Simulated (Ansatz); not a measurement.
# PbI₂: levels along high-symmetry lines

```yaml
crystal:
  lattice:
    - [4.67729, 0.00000, 0.00000]
    - [-2.33864, 4.05065, 0.00000]
    - [0.00000, 0.00000, 7.84964]
  atoms:
    - { symbol: Pb, position: [0.00000, 0.00000, 0.00000] }
    - { symbol: I, position: [0.33333, 0.66667, 0.23662] }
    - { symbol: I, position: [0.66667, 0.33333, 0.76338] }
```

Atoms are numbered in the order listed.

The structure comes from a relaxation in the same program, started in the CdI2 type, and has space group P-3m1. Whether it is a known phase or the ground state wasn't checked.

No spin–orbit coupling, which matters for the heavy atoms here.

Level of theory: DFT, PBE, all-electron LAPW, scalar-relativistic in Ansatz 0.2.0.

The runs use a Γ-centred 11×11×6 k mesh, Fermi–Dirac smearing of 0.03 eV, basis error target 1 meV/atom, no spin polarisation.

Points in fractions of the reciprocal vectors of this cell: Γ (0, 0, 0), M (0.5, 0, 0), K (0.333, 0.333, 0), A (0, 0, 0.5), L (0.5, 0, 0.5), H (0.333, 0.333, 0.5). The path joins them by straight lines in the order Γ–M–K–Γ–A–L–H–A–L; legs that retrace an earlier one aren't tabulated. Energies are in eV from the top of the valence band.

Metal or insulator at this level of theory?

An insulator or semiconductor: gap 2.43 eV, indirect from the line H (0.333, 0.333, 0.5)–A (0, 0, 0.5) to A (0, 0, 0.5).

Tabulate bands 40 to 46, counted from the lowest band of the run, along the path.


```tsv
k (1/Å)	point	band 40	band 41	band 42	band 43	band 44	band 45	band 46
0.00	Γ	-0.64	-0.61	-0.55	-0.55	2.56	3.45	3.45
0.11		-0.72	-0.56	-0.51	-0.33	2.70	3.38	3.50
0.22		-0.99	-0.57	-0.48	-0.11	2.94	3.37	3.62
0.33		-1.18	-0.57	-0.48	-0.06	3.00	3.70	3.76
0.44		-1.35	-0.61	-0.50	-0.16	3.07	3.88	4.07
0.55		-1.48	-0.68	-0.53	-0.28	3.14	3.96	4.36
0.66		-1.57	-0.80	-0.55	-0.35	3.17	4.01	4.54
0.78	M	-1.60	-0.85	-0.56	-0.37	3.18	4.02	4.61
0.84		-1.64	-0.85	-0.59	-0.35	3.23	4.02	4.60
0.90		-1.68	-0.84	-0.68	-0.29	3.39	4.02	4.59
0.97		-1.70	-0.83	-0.80	-0.24	3.61	4.04	4.58
1.03		-1.73	-0.90	-0.83	-0.20	3.85	4.08	4.55
1.10		-1.80	-0.95	-0.84	-0.19	4.06	4.13	4.53
1.16		-1.88	-0.95	-0.87	-0.19	4.18	4.19	4.52
1.22	K	-1.93	-0.91	-0.91	-0.19	4.21	4.21	4.52
1.35		-1.76	-1.02	-0.78	-0.18	4.09	4.18	4.45
1.48		-1.49	-1.06	-0.64	-0.13	3.89	3.99	4.29
1.61		-1.22	-0.95	-0.54	-0.08	3.67	3.70	4.12
1.74		-0.98	-0.77	-0.50	-0.03	3.41	3.42	3.94
1.86		-0.80	-0.64	-0.51	-0.06	3.10	3.28	3.70
1.99		-0.68	-0.58	-0.53	-0.28	2.74	3.36	3.52
2.12	Γ	-0.64	-0.61	-0.55	-0.55	2.56	3.45	3.45
2.18		-0.74	-0.55	-0.55	-0.52	2.55	3.45	3.45
2.23		-0.75	-0.54	-0.54	-0.41	2.54	3.44	3.44
2.29		-0.76	-0.53	-0.53	-0.31	2.51	3.43	3.43
2.35		-0.76	-0.53	-0.53	-0.23	2.48	3.42	3.42
2.40		-0.77	-0.52	-0.52	-0.17	2.46	3.41	3.41
2.46		-0.77	-0.51	-0.51	-0.13	2.44	3.41	3.41
2.52	A	-0.77	-0.51	-0.51	-0.12	2.43	3.40	3.40
2.63		-0.83	-0.63	-0.50	-0.06	2.59	3.43	3.46
2.74		-0.98	-0.86	-0.50	-0.01	2.90	3.59	3.60
2.85		-1.14	-0.96	-0.53	-0.07	3.12	3.78	3.90
2.96		-1.30	-0.88	-0.57	-0.22	3.26	3.95	4.14
3.07		-1.40	-0.80	-0.61	-0.38	3.34	4.07	4.18
3.18		-1.44	-0.75	-0.64	-0.50	3.38	4.14	4.14
3.29	L	-1.45	-0.74	-0.65	-0.54	3.39	4.11	4.16
3.36		-1.47	-0.70	-0.66	-0.51	3.42	4.12	4.13
3.42		-1.52	-0.68	-0.65	-0.42	3.52	4.05	4.14
3.49		-1.62	-0.70	-0.63	-0.28	3.64	3.94	4.18
3.55		-1.73	-0.70	-0.62	-0.16	3.74	3.85	4.24
3.61		-1.86	-0.69	-0.62	-0.08	3.78	3.79	4.32
3.68		-1.97	-0.67	-0.62	-0.03	3.76	3.80	4.37
3.74	H	-2.02	-0.64	-0.64	-0.02	3.78	3.78	4.39
3.87		-1.86	-0.71	-0.60	-0.04	3.69	3.88	4.33
4.00		-1.59	-0.80	-0.62	-0.05	3.60	3.97	4.22
4.13		-1.33	-0.80	-0.68	-0.04	3.48	3.95	4.13
4.25		-1.13	-0.76	-0.70	-0.02	3.29	3.79	4.00
4.38		-1.06	-0.74	-0.58	0.00	3.01	3.57	3.72
4.51		-0.88	-0.63	-0.52	-0.05	2.64	3.44	3.48
4.64	A	-0.77	-0.51	-0.51	-0.12	2.43	3.40	3.40
```

Kohn–Sham gaps of semilocal functionals usually fall short of measured ones.
